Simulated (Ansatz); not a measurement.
Input and output of a single-point calculation on CdIn2O4 (Fd-3m) from a database structure (Ansatz 0.2.0, HSE06). The cell was relaxed beforehand with r2SCAN.

input.yaml:
```yaml
crystal:
  lattice:
    - [0.0, 4.600364495, 4.600364495]
    - [4.600364495, 0.0, 4.600364495]
    - [4.600364495, 4.600364495, 0.0]
  atoms:
    - { symbol: Cd, position: [0.25, 0.25, 0.25] }
    - { symbol: Cd, position: [0.0, 0.0, 0.0] }
    - { symbol: In, position: [0.125, 0.625, 0.625] }
    - { symbol: In, position: [0.625, 0.625, 0.625] }
    - { symbol: In, position: [0.625, 0.125, 0.625] }
    - { symbol: In, position: [0.625, 0.625, 0.125] }
    - { symbol: O, position: [0.8618762728, 0.8618762728, 0.8618762728] }
    - { symbol: O, position: [0.8356288185, 0.3881237272, 0.3881237272] }
    - { symbol: O, position: [0.3881237272, 0.3881237272, 0.8356288185] }
    - { symbol: O, position: [0.3881237272, 0.8356288185, 0.3881237272] }
    - { symbol: O, position: [0.8618762728, 0.8618762728, 0.4143711815] }
    - { symbol: O, position: [0.8618762728, 0.4143711815, 0.8618762728] }
    - { symbol: O, position: [0.3881237272, 0.3881237272, 0.3881237272] }
    - { symbol: O, position: [0.4143711815, 0.8618762728, 0.8618762728] }
kpoints:
  mp_grid: { grid: [4, 4, 4] }
  band_path:
    path:
      - [0.0, 0.0, 0.0]
      - [0.5, 0.0, 0.5]
      - [0.625, 0.25, 0.625]
      - [0.375, 0.375, 0.75]
      - [0.5, 0.5, 0.5]
      - [0.5, 0.25, 0.75]
      - [0.0, 0.0, 0.5]
    npoints: 1
hamiltonian:
  xc: hse06
scf:
  occupations: { method: fixed }
  n_extra_bands: 7
output:
  forces: true
  stress: true
  eigenvalues: true
  write_density: true
  write_potential: true
  elf: true
  volumetric_format: npy
```

Wall time 110 s on 1 × NVIDIA H100 80GB HBM3 with 2 threads of AMD EPYC 7R13 Processor (Zen 3) (shared host), load about 3.4 per core; peak host memory 4.1 GiB.

The output, standing remarks left out:
```
scf.n_extra_bands = 7 over 70 filled bands (N_el = 140.0): the run solves 77 bands
Pseudopotential: Cd, paw, valence charge 20, recommended cutoff 420 eV (normal)
Pseudopotential: In, paw, valence charge 13, recommended cutoff 420 eV (normal)
Pseudopotential: O, paw, valence charge 6, recommended cutoff 420 eV (normal)
Functional definition: HSE06
Crystal: 14 atoms, lattice volume = 194.718 Å³
Basis set: ecut = 420 eV, 3839 PW (Γ)
Symmetry: 48 space group operations
Space group: Fd-3m (ITA 227)
k-points: 8 of 64
[warm-up without exact exchange]
SCF 1 stopped early in 3 iterations: F = -43439.999225 eV  dr2 = 6.25e-5
[exact exchange on]
Exchange kernel: α = 0.2500, screened, ω = 0.2079 Å⁻¹, Wigner–Seitz truncation, v(0) = 1046.8488 eV·Å³, q-mesh 4×4×4
preconditioner: auto → none  [insulator: Δε(μ)=2.513 eV  ℏωp=29.6 eV]
SCF 2 stopped early in 7 iterations: F = -43461.535826 eV  dr2 = 3.05e-6
hybrid outer 1: dexx = +7.609e-2 eV, tail = 1.68e-4 eV
SCF 3 converged in 4 iterations: F = -43461.533971 eV  dr2 = 9.00e-9
hybrid outer 2: dexx = +2.110e-6 eV, tail = 8.28e-8 eV, Δε = 3.15e-3 eV, ΔF = 2.35e-3 eV/Å
SCF 4 converged in 2 iterations: F = -43461.533971 eV  dr2 = 3.12e-10
hybrid outer 3: dexx = +1.350e-9 eV, tail = 7.80e-10 eV, Δε = 1.89e-4 eV, ΔF = 1.25e-5 eV/Å
Free energy (F): -43461.533971 eV
Fermi energy:    7.437925 eV
--- Forces (eV/Å), atoms counted from 1 ---
  atom   1  Cd      0.00000      0.00000      0.00000
  atom   2  Cd      0.00000      0.00000      0.00000
  atom   3  In      0.00000      0.00000      0.00000
  atom   4  In      0.00000      0.00000      0.00000
  atom   5  In      0.00000      0.00000      0.00000
  atom   6  In      0.00000      0.00000      0.00000
  atom   7  O     -0.04037    -0.04037    -0.04037
  atom   8  O       0.04037    -0.04037    -0.04037
  atom   9  O     -0.04037    -0.04037      0.04037
  atom  10  O     -0.04037      0.04037    -0.04037
  atom  11  O       0.04037      0.04037    -0.04037
  atom  12  O       0.04037    -0.04037      0.04037
  atom  13  O       0.04037      0.04037      0.04037
  atom  14  O     -0.04037      0.04037      0.04037
--- Stress (GPa, compression-positive) ---
       -0.623936       0.000000       0.000000
        0.000000      -0.623936       0.000000
        0.000000       0.000000      -0.623936
  P = ⅓ Tr σ = -0.6239 GPa (-6.239 kbar)
--- Band table (eV; the first three rows and the last of 8) ---
  k-point 0: bands = […, 7.2900, 7.3308, 7.3308, 7.3308, 7.3584, 7.3584, 9.9645, 14.2958, 14.8613, 14.8613, …]
  k-point 1: bands = […, 6.9855, 7.2121, 7.2262, 7.2262, 7.3988, 7.3988, 11.0601, 14.1990, 15.0335, 15.2835, …]
  k-point 2: bands = […, 6.8100, 7.0767, 7.1454, 7.1454, 7.4379, 7.4379, 12.7529, 12.9169, 15.1834, 15.9171, …]
  k-point 7: bands = […, 6.7202, 6.7202, 6.8854, 6.8854, 7.3003, 7.3003, 14.0169, 14.0169, 14.2607, 14.2607, …]
```

The rows of the band table are 0: (0, 0, 0) = Γ, 1: (0, 0, 1/4), 2: (0, 0, -1/2) = L, 7: (1/4, -1/2, -1/4) = W.

The file bands.tsv (bands near the Fermi energy, numbered from 0, rounded):
```tsv
# k_distance	band_65	band_66	band_67	band_68	band_69	band_70	band_71	band_72	band_73
# fermi_ev = 7.437925
# [0, 0, 0] at k_distance = 0.000000
# [0.5, 0, 0.5] at k_distance = 0.682901
# [0.625, 0.25, 0.625] at k_distance = 0.924343
# [0.375, 0.375, 0.75] at k_distance = 1.342532
# [0.5, 0.5, 0.5] at k_distance = 1.760722
# [0.5, 0.25, 0.75] at k_distance = 2.243606
# [0, 0, 0.5] at k_distance = 2.726490
# levels_relative_to = fermi_ev
0.000	-0.107	-0.107	-0.107	-0.080	-0.080	2.527	6.858	7.423	7.423
0.683	-0.759	-0.193	-0.193	-0.091	-0.091	6.145	6.145	7.845	7.845
0.924	-0.629	-0.499	-0.374	-0.216	-0.010	6.367	6.381	6.522	7.926
1.343	-0.629	-0.499	-0.374	-0.216	-0.010	6.367	6.381	6.522	7.926
1.761	-0.361	-0.293	-0.293	0.000	0.000	5.315	5.479	7.746	8.479
2.244	-0.718	-0.552	-0.552	-0.138	-0.138	6.579	6.579	6.823	6.823
2.726	-0.361	-0.293	-0.293	0.000	0.000	5.315	5.479	7.746	8.479
```
In order the rows are Γ, X, U, K, L, W, L.

Planar averages along the third cell vector, from rho_z.tsv and v_z.tsv (valence density with its augmentation; electrostatic potential energy of an electron, of which only differences have a meaning):
```tsv
z (Å)	ρ (e/Å³)	v_es (eV)
0.00	0.774	8.50
0.43	0.623	7.17
0.87	0.537	6.56
1.30	0.670	7.50
1.73	0.782	8.55
2.17	0.805	6.28
2.60	0.843	4.76
3.04	0.586	5.44
3.33	0.504	5.26
3.76	0.816	3.03
4.19	0.949	2.47
4.63	0.591	4.45
5.06	0.563	5.45
5.49	0.833	4.79
5.93	0.813	6.06
6.36	0.782	8.48
```

With HSE06 the valence top lies at L and the conduction bottom at Γ, 2.53 eV higher; the smallest vertical gap, at Γ, is 2.61 eV. Edges are sought over the mesh and the listed points. The mean pressure at these positions is -0.6 GPa, compression counted positive. The stress of a hybrid is loosely converged here. The largest force is 0.07 eV/Å.

Calculated for a static, non-magnetic cell.

Spin-orbit coupling is left out.

The meshes of the hybrids are coarse, so their gaps aren't converged to the digits shown.
